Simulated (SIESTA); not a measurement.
Gd:

```
CELL_PARAMETERS angstrom
0.00000 2.58582 2.58582
2.58582 0.00000 2.58582
2.58582 2.58582 0.00000
ATOMIC_POSITIONS crystal
Gd 0.00000 0.00000 0.00000
```

This isn't the form of Gd at room conditions, which is hcp.

```yaml
Program: SIESTA 5.4.2
Task: single point
Functional: PBE
Potentials_or_basis: PseudoDojo 3+ lanthanides (4f in the core) (PBE files)
Basis: DZP (energy shift 0.002 Ry; radii capped at 9.5 bohr)
Grid_cutoff: 800 Ry
Energy_shift: 0.002 Ry
k_mesh: 9 × 9 × 9
Occupations: fermi-dirac, width 0.05 eV
Spin: collinear spin, ferromagnetic start
Starting_moments: "[7.0] μB"
```

On this cell: pressure -2.2 GPa; net moment 0.00 μB per cell; band gap on the k mesh none (metal or under the smearing width).

The same run follows on a disturbed copy (cell strained at random at fixed volume):

```
Gd
1.0
    -0.00885    2.53625    2.57003
     2.55559   -0.02978    2.59096
     2.58316    2.58475   -0.05735
Gd
1
Direct
  0.99376 0.98723 0.01668
```

Problem. What changes?

Solution. The energy (extrapolated to zero smearing) moves by +3.5 meV/atom; pressure -2.2 GPa; net moment 0.00 μB per cell; band gap on the k mesh none (metal or under the smearing width).

Stress tensor (GPa, compression positive):
```
-2.13 -0.20  0.40
-0.20 -2.11  0.85
 0.40  0.85 -2.40
```

Caveats: semicore shells carry a single zeta, which can move pressures by several GPa and volumes by a few percent; spin-orbit coupling is left out, which moves the levels of the heavy elements; the 4f electrons are frozen in the core as for a trivalent ion, so they carry no moment and show no levels; the basis of atomic orbitals isn't converged, which shifts pressures, moduli and gaps.
